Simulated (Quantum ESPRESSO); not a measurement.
## Ta: phonons at P under several settings

```
Ta
1.0
    -1.65128    1.65128    1.65128
     1.65128   -1.65128    1.65128
     1.65128    1.65128   -1.65128
Ta
1
Direct
  0.00000 0.00000 0.00000
```

All runs used Quantum ESPRESSO 7.5; k mesh 8 × 8 × 8; relaxed cell; no spin polarisation; cutoff 789 eV; occupations cold, width 0.2 eV.

```tsv
level	potentials	volume (Å³/atom)	frequencies (cm⁻¹)
LDA	PseudoDojo 0.4.1 SR LDA standard	17.02	174 174 174
PBE	PseudoDojo 0.4.1 SR PBE standard	?	?
PBEsol	PseudoDojo 0.4.1 SR PBEsol standard	17.53	171 171 171
RPBE	PseudoDojo 0.4.1 SR PBE standard	18.41	152 152 152
PW91	PseudoDojo 0.4.1 SR PBE standard	18.09	161 161 161
AM05	PseudoDojo 0.4.1 SR PBE standard	17.53	172 172 172
```

Task: What stands in the row left open?

Result: Volume 18.11 Å³/atom; frequencies 160 160 160 cm⁻¹.

Caveats: the mesh is thin for the phonons of a metal; the potentials were made for another functional, which shifts forces and pressure (some runs).

For the row left open. Caveat: the k mesh is coarse; the mesh is thin for the phonons of a metal.
